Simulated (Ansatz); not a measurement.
# InSe: the cost of one run

Program: Ansatz 0.2.0. Level of theory: DFT PBE, scalar-relativistic. These are calculated values, not measurements.

A COD entry behind a cell of this session may itself be a prediction, so a difference from it is no test against experiment.

## Step 1: The system as given

The structure is trigonal, space group R3m (No. 160). Conventional cell: a = 4.000 Å, b = 4.000 Å, c = 24.950 Å, α = 90.00°, β = 90.00°, γ = 120.00°. In (site symmetry 3m) is surrounded by 3 Se at 2.64 Å and 1 In at 2.80 Å. Se (site symmetry 3m) has 3 In at 2.64 Å as nearest neighbours.

Structure file:

```
In Se
1.0
     2.00000    1.15470    8.31667
    -2.00000    1.15470    8.31667
     0.00000   -2.30940    8.31667
In Se
2 2
Direct
  0.00000 0.00000 0.00000
  0.11220 0.11220 0.11220
  0.61550 0.61550 0.61550
  0.83000 0.83000 0.83000
```

Atoms are numbered in the order of the input: In1, In2, Se3, Se4.

## Step 2: Volume × 0.94, LAPW

The input, input.yaml:

```yaml
crystal:
  lattice:
    - [1.9591718749, 1.1311284094, 8.1468944028]
    - [-1.9591718749, 1.1311284094, 8.1468944028]
    - [0.0, -2.2622568187, 8.1468944028]
  atoms:
    - { symbol: In, position: [0.0, 0.0, 0.0] }
    - { symbol: In, position: [0.1122, 0.1122, 0.1122] }
    - { symbol: Se, position: [0.6155, 0.6155, 0.6155] }
    - { symbol: Se, position: [0.83, 0.83, 0.83] }
kpoints:
  mp_grid: { grid: [7, 7, 7] }
  band_path:
    path:
      - [0.0, 0.0, 0.0]
      - [-0.5, -0.5, -0.5]
      - [-0.5, -0.1795180059, -0.8204819941]
      - [-0.1795180059, 0.1795180059, -0.5]
      - [0.0, 0.0, -0.5]
      - [0.0, 0.0, 0.0]
      - [0.0, 0.3397590029, -0.3397590029]
      - [-0.3397590029, 0.0, -0.6602409971]
      - [-0.5, 0.0, -0.5]
    npoints: 5
scf:
  occupations: { method: fermi_dirac, width: 0.01 }
hamiltonian:
  xc: pbe
  pseudopotentials: { kind: all_electron, lapw: { basis_error: 0.001 } }
output:
  forces: true
  stress: true
  eigenvalues: true
```

Started as:

```bash
> ansatz run input.yaml --threads 1 --pin off --max-ram 4096MiB --backend cpu --events-out ev --progress --plain --runs-dir out
```

**Question.** How long does this run take on 1 thread of Arm Neoverse V1, shared host, and how much memory does it need?

About 2.7 min, with a peak of 0.58 GiB.
